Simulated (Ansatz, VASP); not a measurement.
## Two plane-wave programs on BeTe

```
Be Te
1.0
     0.00000    5.54000    5.54000
     5.54000    0.00000    5.54000
     5.54000    5.54000    0.00000
Be Te
8 8
Direct
  0.00000 0.00000 0.00000
  0.00000 0.00000 0.50000
  0.00000 0.50000 0.00000
  0.00000 0.50000 0.50000
  0.50000 0.00000 0.00000
  0.50000 0.00000 0.50000
  0.50000 0.50000 0.00000
  0.50000 0.50000 0.50000
  0.12500 0.12500 0.12500
  0.12500 0.12500 0.62500
  0.12500 0.62500 0.12500
  0.12500 0.62500 0.62500
  0.62500 0.12500 0.12500
  0.62500 0.12500 0.62500
  0.62500 0.62500 0.12500
  0.62500 0.62500 0.62500
```

Alike in both runs: task electric field gradients; functional PBE; k mesh 3 × 3 × 3; no spin polarisation.

|  | VASP | Ansatz |
| --- | --- | --- |
| version | VASP 6.6.1 | Ansatz 0.2.0 |
| potentials or method | VASP PAW PBE potentials, release 64 (Be, Te) | plane-wave PAW, scalar-relativistic |
| plane-wave cutoff (eV) | 520 | 420 |
| occupations | gaussian, width 0.01 eV | fixed |
| valence electrons in the cell | 64 | 144 |

```csv
,VASP,Ansatz,Ansatz less VASP
gap on the k mesh at the Fermi level (eV),1.85,1.86,+0.016
Vzz of the field gradient on the site that differs most (V/Å²),0.0,0.0,0.00
```

The two sets of potentials don't hold the same shells in valence. Ansatz warned: «gradients_without_spin_orbit».

Caveats: spin-orbit coupling is left out, which moves the levels of the heavy elements; an odd mesh through Γ misses points on the zone boundary, where band edges often lie.
